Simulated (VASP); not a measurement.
# ZnS (Wurtzite-4H) (P6_3mc) in VASP: settings compared

The runs below take ZnS (Wurtzite-4H) through relaxation of cell and atoms, with revPBE+D3, revPBE+D3(BJ).

Program: VASP 6.6.1. These are calculated values, not measurements. Logs are shortened: lines on timing, memory, paths and dates and some standing lists are left out, and cuts for length are marked.

## Step 1: Starting point

Symmetry: P6_3mc, No. 186, hexagonal system. The conventional cell has a = 3.823 Å, b = 3.823 Å, c = 12.520 Å, α = 90.00°, β = 90.00°, γ = 120.00°. Zn (site symmetry 3m) has 4 S at 2.34 to 2.35 Å as nearest neighbours. Zn (site symmetry 3m) has 4 S at 2.34 to 2.35 Å as nearest neighbours. S (site symmetry 3m) is surrounded by 4 Zn at 2.34 to 2.35 Å. Around S (site symmetry 3m) lie 4 Zn at 2.34 to 2.35 Å.

## Step 2: Relaxation of cell and atoms, revPBE+D3

Input file INCAR:

```
PREC     = Accurate       # precision mode
ENCUT    = 600            # plane-wave cutoff, eV
EDIFF    = 1E-6           # SCF threshold, eV
ISMEAR   = -1             # smearing method
SIGMA    = 0.05           # smearing width, eV
LREAL    = F              # projectors in reciprocal space
LASPH    = T              # aspherical terms in the spheres
NELM     = 100            # most SCF steps
ALGO     = Normal         # electronic algorithm
ISIF     = 3              # what is computed and relaxed
LWAVE    = F              # write WAVECAR
LCHARG   = F              # write CHGCAR
GGA      = RE             # functional
IVDW     = 11             # dispersion correction
IBRION   = 2              # ionic algorithm
NSW      = 60             # ionic steps
EDIFFG   = -0.02          # ionic threshold
```

Input file KPOINTS:

```
Automatic mesh
0
Gamma
  8 8 3
```

Input file POSCAR:

```
ZnS
1.0
    3.8227000000      0.0000000000      0.0000000000
   -1.9113500000      3.3105553110      0.0000000000
    0.0000000000      0.0000000000     12.5200000000
Zn S
4 4
Direct
    0.6666666667      0.3333333333      0.7500000000
    0.3333333333      0.6666666667      0.2500000000
    0.0000000000      0.0000000000      0.5000000000
    0.0000000000      0.0000000000      0.0000000000
    0.6666666667      0.3333333333      0.9375000000
    0.3333333333      0.6666666667      0.4375000000
    0.0000000000      0.0000000000      0.6875000000
    0.0000000000      0.0000000000      0.1875000000
```

Potentials or basis: VASP PAW PBE potentials, release 64 (Zn, S).

Launch:

```sh
$ cat potpaw_PBE.64/Zn/POTCAR potpaw_PBE.64/S/POTCAR > POTCAR
$ mpirun -np 1 vasp_std > vasp.out
```

OUTCAR:

```text
PREC = Accurate
   ENCUT = 600
   EDIFF = 1E-6
   ISMEAR = -1
   LREAL = F
   LASPH = T
   NELM = 100
   ISIF = 3
   GGA = RE
   IVDW = 11
   IBRION = 2
   NSW = 60
   EDIFFG = -0.02
 IVDW          = 11

 ion  position               nearest neighbor table
   1  0.667  0.333  0.750-   7 2.34   7 2.34   7 2.34   5 2.35
   2  0.333  0.667  0.250-   8 2.34   8 2.34   8 2.34   6 2.35
   3  0.000  0.000  0.500-   6 2.34   6 2.34   6 2.34   7 2.35
   4  0.000  0.000  0.000-   5 2.34   5 2.34   5 2.34   8 2.35
   5  0.667  0.333  0.938-   4 2.34   4 2.34   4 2.34   1 2.35
   6  0.333  0.667  0.438-   3 2.34   3 2.34   3 2.34   2 2.35
   7  0.000  0.000  0.688-   1 2.34   1 2.34   1 2.34   3 2.35
   8  0.000  0.000  0.188-   2 2.34   2 2.34   2 2.34   4 2.35

  LATTYP: Found a hexagonal cell.
 ALAT       =     3.8227000000
 C/A-ratio  =     3.2751719988

  Lattice vectors:

 A1 = (   3.8227000000,   0.0000000000,   0.0000000000)
 A2 = (  -1.9113500000,   3.3105553110,   0.0000000000)
 A3 = (   0.0000000000,   0.0000000000,  12.5200000000)

Analysis of symmetry for initial positions (statically):
=====================================================================
 Subroutine PRICEL returns:
 Original cell was already a primitive cell.

 Routine SETGRP: Setting up the symmetry group for a
 hexagonal supercell.

 Subroutine GETGRP returns: Found 12 space group operations
 (whereof  6 operations were pure point group operations)
 out of a pool of 24 trial point group operations.

The static configuration has the point symmetry C_3v.
 The point group associated with its full space group is C_6v.

Analysis of symmetry for dynamics (positions and initial velocities):
=====================================================================
 Subroutine PRICEL returns:
 Original cell was already a primitive cell.

 Routine SETGRP: Setting up the symmetry group for a
 hexagonal supercell.

 Subroutine GETGRP returns: Found 12 space group operations
 (whereof  6 operations were pure point group operations)
 out of a pool of 24 trial point group operations.

The dynamic configuration has the point symmetry C_3v.
 The point group associated with its full space group is C_6v.

 Subroutine INISYM returns: Found 12 space group operations
 (whereof  6 operations are pure point group operations),
 and found     1 'primitive' translations

----------------------------------------------------------------------------------------
[... 64 lines left out ...]
  0.250000 -0.000000  0.000000      6.000000
  0.375000  0.000000  0.000000      6.000000
  0.500000 -0.000000  0.000000      3.000000
  0.125000  0.125000  0.000000      6.000000
[... 12 lines left out ...]
  0.250000  0.250000  0.333333     12.000000
  0.375000  0.250000  0.333333     12.000000
   k-points           NKPTS =     20   k-points in BZ     NKDIM =     20   number of bands    NBANDS=     43
   number of dos      NEDOS =    301   number of ions     NIONS =      8
   total plane-waves  NPLWV = 102400
   dimension x,y,z NGX =    32 NGY =   32 NGZ =  100
   dimension x,y,z NGXF=    64 NGYF=   64 NGZF=  200
   ions per type =               4   4
   NGX,Y,Z   is equivalent  to a cutoff of  13.92, 13.92, 13.28 a.u.
   NGXF,Y,Z  is equivalent  to a cutoff of  27.83, 27.83, 26.56 a.u.
 SYSTEM =  unknown system
   PREC   = accura    normal or accurate (medium, high low for compatibility)
   ISTART =      0    job   : 0-new  1-cont  2-samecut
   ICHARG =      2    charge: 1-file 2-atom 10-const
   ISPIN  =      1    spin polarized calculation?
   LNONCOLLINEAR =      F non collinear calculations
   LSORBIT =      F    spin-orbit coupling
   LASPH  =      T    aspherical Exc in radial PAW
   ENCUT  =  600.0 eV  44.10 Ry    6.64 a.u.   7.63  7.63 25.01*2*pi/ulx,y,z
   NELM   =    100;   NELMIN=  2; NELMDL= -5     # of ELM steps
   EDIFF  = 0.1E-05   stopping-criterion for ELM
   LREAL  =      F    real-space projection
   EDIFFG = -.2E-01   stopping-criterion for IOM
   NSW    =     60    number of steps for IOM
   IBRION =      2    ionic relax: 0-MD 1-quasi-New 2-CG
   NFREE  =      1    steps in history (QN), initial steepest desc. (CG)
   ISIF   =      3    stress and relaxation
   ISYM   =      2    0-nonsym 1-usesym 2-fastsym
   POTIM  = 0.5000    time-step for ionic-motion
   TEBEG  =    0.0;   TEEND  =   0.0 temperature during run
   PSTRESS=    0.0 pullay stress
   NELECT =      72.0000    total number of electrons
   NUPDOWN=      -1.0000    fix difference up-down
   EMIN   =  10.00;   EMAX   =-10.00  energy-range for DOS
   EFERMI =   0.00;   METHOD = LEGACY
   ISMEAR =    -1;   SIGMA  =   0.05  broadening in eV -4-tet -1-fermi 0-gaus
   EFERMI_NEDOS =   21; number of points for ismear=-14 and -15
   IALGO  =     38    algorithm
   IMIX   =      4    mixing-type and parameters
     AMIX     =   0.40;   BMIX     =  1.00
     AMIX_MAG =   1.60;   BMIX_MAG =  1.00
  volume/ion in A,a.u.               =      19.81       133.65
  Fermi-wavevector in a.u.,A,eV,Ry     =   1.258618  2.378443 21.553244  1.584119
  Thomas-Fermi vector in A             =   2.392218
   LORBIT       =      0    0 simple, 1 ext, 2 COOP (PROOUT), +10 PAW based schemes
   GGA     = RE    functional components
   LHFCALC =     F    Hartree Fock is set to
   AEXX    =    0.0000 exact exchange contribution
   IVDW    =    11    specifies the selected vdW correction
   LEPSILON=     F    determine dielectric tensor
   LRPA    =     F    only Hartree local field effects (RPA)
 conjugate gradient relaxation of ions
 non-spin polarized calculation
  energy-cutoff  :      600.00
  volume of cell :      158.44
 maximum number of plane-waves:      5324
 NGX is ok and might be reduce to    32
   NGX = 15   NGY = 15   NGZ = 51

--------------------------------------- Ionic step        1  -------------------------------------------

 number of electron      72.0000036 magnetization

 Free energy of the ion-electron system (eV)
  ---------------------------------------------------
  ext. energy  EPLUGINS =         0.00000000
  ---------------------------------------------------
  free energy    TOTEN  =       -25.05330825 eV

  energy without entropy =      -25.05330825  energy(sigma->0) =      -25.05330825

------------------------ aborting loop because EDIFF is reached ----------------------------------------

 Edisp (eV)   -3.83033

 E8    (eV) :    -1.7441
[... 175 lines left out ...]
--------------------------------------- Ionic step        5  -------------------------------------------

 number of electron      72.0000022 magnetization

 Free energy of the ion-electron system (eV)
  ---------------------------------------------------
  ext. energy  EPLUGINS =         0.00000000
  ---------------------------------------------------
  free energy    TOTEN  =       -24.93320356 eV

  energy without entropy =      -24.93320356  energy(sigma->0) =      -24.93320356

 E-fermi :   3.4341     XC(G=0):  -9.5811

 val. band max:        2.4208293905   @ k =   0.0000   0.0000   0.0000
 cond. band min:       4.8008406664   @ k =   0.0000   0.0000   0.0000
 fundamental gap:      2.3800112759
 Fermi energy:         3.4341054378

 k-point     1 :       0.0000    0.0000    0.0000
  band No.  band energies     occupation
      1     -10.8881      2.00000
      2     -10.4544      2.00000
      3     -10.4431      2.00000
      4      -9.9217      2.00000
      5      -3.9838      2.00000
      6      -3.9771      2.00000
[... 948 lines left out ...]
  FREE ENERGIE OF THE ION-ELECTRON SYSTEM (eV)
  ---------------------------------------------------
  free  energy   TOTEN  =       -28.9149915195 eV

  energy  without entropy=      -28.9149915194  energy(sigma->0) =      -28.91499152

 reached required accuracy - stopping structural energy minimisation
```

OSZICAR:

```text
N       E                     dE             d eps       ncg     rms          rms(c)
DAV:   1     0.620661807255E+03    0.62066E+03   -0.36722E+04  1720   0.222E+03
DAV:   2     0.595743134297E+02   -0.56109E+03   -0.54637E+03  1728   0.483E+02
DAV:   3    -0.224792476141E+02   -0.82054E+02   -0.80971E+02  1892   0.166E+02
[... 52 lines left out ...]
       N       E                     dE             d eps       ncg     rms          rms(c)
DAV:   1    -0.249331838208E+02   -0.63273E-04   -0.47176E-03  1726   0.323E-01    0.374E-02
DAV:   2    -0.249332056477E+02   -0.21827E-04   -0.25286E-04  2208   0.112E-01    0.137E-02
DAV:   3    -0.249332042322E+02    0.14155E-05   -0.61528E-06  1914   0.271E-02    0.113E-02
DAV:   4    -0.249332035619E+02    0.67025E-06   -0.22988E-06  1386   0.241E-02
   5 F= -.28914992E+02 E0= -.28914992E+02  d E =-.432542E-04
```

CONTCAR:

```text
ZnS
   1.00000000000000
     3.7891019382662248   -0.0000000000000000   -0.0000000000000000
    -1.8945509691331124    3.2814585360218653    0.0000000000000000
    -0.0000000000000000   -0.0000000000000000   12.3954291848476377
  Zn              S
     4     4
Direct
     0.6666666667000030    0.3333333332999970    0.7500320033878437
     0.3333333332999970    0.6666666667000030    0.2500320033878436
     0.0000000000000000    1.0000000000000000    0.5000810032899207
     0.0000000000000000    0.0000000000000000    0.0000810032899206
     0.6666666667000030    0.3333333332999970    0.9375694163558767
     0.3333333332999970    0.6666666667000030    0.4375694163558766
     0.0000000000000000    0.0000000000000000    0.6873175769663592
     0.0000000000000000    0.0000000000000000    0.1873175769663591

  0.00000000E+00  0.00000000E+00  0.00000000E+00
  0.00000000E+00  0.00000000E+00  0.00000000E+00
  0.00000000E+00  0.00000000E+00  0.00000000E+00
  0.00000000E+00  0.00000000E+00  0.00000000E+00
  0.00000000E+00  0.00000000E+00  0.00000000E+00
  0.00000000E+00  0.00000000E+00  0.00000000E+00
  0.00000000E+00  0.00000000E+00  0.00000000E+00
  0.00000000E+00  0.00000000E+00  0.00000000E+00
```

It took 5.9 min on 1 thread of Intel Xeon 6975P-C (Granite Rapids), shared host; peak memory 0.4 GiB.

Results:

```yaml
Free_energy: -28.9150 eV
Relaxed_volume: 19.27 Å³/atom
Relaxed_cell: a = 3.789 Å, b = 3.789 Å, c = 12.395 Å, α = 90.00°, β = 90.00°, γ = 120.00°
Space_group_after_relaxing_to_0.05_Å: P6_3mc (No. 186)
Energy_gained_by_relaxing: 3.9 meV/atom
Ionic_steps: 5
Pressure_after_relaxing: 0.0 GPa
Largest_force_after_relaxing: 0.008 eV/Å
Band_gap_on_the_k_mesh: 2.38 eV, direct
Dispersion_energy_per_atom: -0.498 eV
```

Forces on the atoms (eV/Å):
```
Zn   0.000  0.000  0.002
Zn   0.000  0.000  0.002
Zn   0.000  0.000  0.003
Zn   0.000  0.000  0.003
S    0.000  0.000  0.004
S    0.000  0.000  0.004
S    0.000  0.000 -0.008
S    0.000  0.000 -0.008
```

The path:
```
step  energy change (eV)  largest force (eV/Å)  pressure (GPa)  volume (Å³)
   1              0.0000                0.0388           -2.23       158.44
   2             -0.0258                0.0142            1.01       152.22
   3             -0.0313                0.0224            0.01       154.03
   4             -0.0313                0.0226           -0.05       154.12
   5             -0.0314                0.0083           -0.05       154.12
```

Final structure:
```xyz
8
Lattice="3.7891 0.0000 0.0000 -1.8946 3.2815 0.0000 0.0000 0.0000 12.3954" Properties=species:S:1:pos:R:3 pbc="T T T"
Zn    1.8946    1.0938    9.2970
Zn    0.0000    2.1876    3.0993
Zn   -1.8946    3.2815    6.1987
Zn    0.0000    0.0000    0.0010
S     1.8946    1.0938   11.6216
S     0.0000    2.1876    5.4239
S     0.0000    0.0000    8.5196
S     0.0000    0.0000    2.3219
```

Caveat: the PAW data sets were made with another functional, which shifts forces and pressure a little; an odd mesh through Γ misses points on the zone boundary, where band edges often lie.

## Step 3: Relaxation of cell and atoms, revPBE+D3(BJ)

Input file INCAR:

```
ALGO = Normal ; EDIFF = 1E-6
EDIFFG = -0.005 ; ENCUT = 600
GGA = RE ; IBRION = 2
ISIF = 3 ; ISMEAR = -1
IVDW = 12 ; LASPH = T
LCHARG = F ; LREAL = F
LWAVE = F ; NELM = 80
NSW = 60 ; PREC = Accurate
SIGMA = 0.05
```

Input file KPOINTS:

```
k-points
0
Gamma
  8 8 3
```

POSCAR is that of step 2.

Potentials or basis: VASP PAW PBE potentials, release 64 (Zn, S).

Launch:

```sh
$ cat potpaw_PBE.64/Zn/POTCAR potpaw_PBE.64/S/POTCAR > POTCAR
$ mpirun -np 1 vasp_std > vasp.out
```

Wall time 10 min (1 thread of Intel Xeon 6975P-C (Granite Rapids), shared host); peak memory 0.4 GiB.

It converged, with:

| Property | Result |
| --- | --- |
| Free energy | -29.8914 eV |
| Relaxed volume | 19.21 Å³/atom |
| Relaxed cell | a = 3.782 Å, b = 3.782 Å, c = 12.401 Å, α = 90.00°, β = 90.00°, γ = 120.00° |
| Space group after relaxing (to 0.05 Å) | P6_3mc (No. 186) |
| Energy gained by relaxing | 4.3 meV/atom |
| Ionic steps | 15 |
| Pressure after relaxing | 0.0 GPa |
| Largest force after relaxing | 0.004 eV/Å |
| Band gap on the k mesh | 2.39 eV, direct |
| Dispersion energy per atom | -0.622 eV |

Forces in eV/Å, atoms in the order of the input:
```
Zn   0.000  0.000  0.000
Zn   0.000  0.000  0.000
Zn   0.000  0.000  0.003
Zn   0.000  0.000  0.003
S    0.000  0.000  0.001
S    0.000  0.000  0.001
S    0.000  0.000 -0.004
S    0.000  0.000 -0.004
```

The path:
```
step  energy change (eV)  largest force (eV/Å)  pressure (GPa)  volume (Å³)
   1              0.0000                0.0519           -2.26       158.44
   2             -0.0308                0.0227            0.80       152.11
   3             -0.0346                0.0307           -0.02       153.65
   4             -0.0346                0.0304            0.07       153.56
   5             -0.0347                0.0126           -0.08       153.74
   6             -0.0347                0.0150            0.00       153.72
   7             -0.0347                0.0126           -0.06       153.73
   8             -0.0347                0.0081            0.04       153.66
   9             -0.0347                0.0077            0.00       153.66
  10             -0.0348                0.0057            0.00       153.66
  11             -0.0348                0.0055           -0.01       153.66
  12             -0.0348                0.0099           -0.01       153.66
  13             -0.0348                0.0064           -0.01       153.66
  14             -0.0348                0.0030            0.03       153.64
  15             -0.0348                0.0039            0.00       153.65
```

Final structure:
```
Zn S
1.0
     3.78244    0.00000    0.00000
    -1.89122    3.27569    0.00000
     0.00000    0.00000   12.40075
Zn S
4 4
Direct
  0.66667 0.33333 0.75017
  0.33333 0.66667 0.25017
  0.00000 0.00000 0.50025
  0.00000 0.00000 0.00025
  0.66667 0.33333 0.93747
  0.33333 0.66667 0.43747
  0.00000 0.00000 0.68711
  0.00000 0.00000 0.18711
```

Levels at points of the mesh, in eV from the valence-band top:
| k point | band 33 | band 34 | band 35 | band 36 | band 37 | band 38 | band 39 | band 40 |
| --- | --- | --- | --- | --- | --- | --- | --- | --- |
| (0.00, 0.00, 0.00) | -0.48 | -0.05 | 0.00 | 0.00 | 2.39 | 3.35 | 3.57 | 3.82 |
| (0.50, 0.00, 0.00) | -1.66 | -1.65 | -1.16 | -0.91 | 3.41 | 3.44 | 3.84 | 4.43 |

Caveat: the PAW data sets were made with another functional, which shifts forces and pressure a little; an odd mesh through Γ misses points on the zone boundary, where band edges often lie.

## Step 4: For comparison

An earlier run on the cell as given: functional PBE; potentials or basis VASP PAW PBE potentials, release 64 (Zn, S); cutoff 520 eV; k mesh 8 × 8 × 3; occupations fermi-dirac, width 0.05 eV; no spin polarisation.

* Pressure: 1.5 GPa
* Largest force: 0.044 eV/Å
* Band gap on the k mesh: 2.13 eV, direct

## Step 5: The runs side by side

| task | level | cell | cutoff (eV) | gap on the mesh (eV) | pressure (GPa) | relaxed volume (Å³/atom) | largest force (eV/Å) |
| --- | --- | --- | --- | --- | --- | --- | --- |
| relaxation of cell and atoms | revPBE+D3 | relaxed | 600 | 2.38 | 0.0 | 19.27 | 0.01 |
| relaxation of cell and atoms | revPBE+D3(BJ) | relaxed | 600 | 2.39 | 0.0 | 19.21 | - |
| single point | PBE | as given | 520 | 2.13 | 1.5 | - | 0.04 |

Alike in all rows: potentials or basis VASP PAW PBE potentials, release 64 (Zn, S); no spin polarisation; k mesh 8 × 8 × 3; smearing fermi-dirac 0.05 eV.

Caveats: an odd mesh through Γ misses points on the zone boundary, where band edges often lie; the PAW data sets were made with another functional, which shifts forces and pressure a little (some runs).

Total energies depend on the potentials used, so only differences within one code and one set of settings carry meaning.
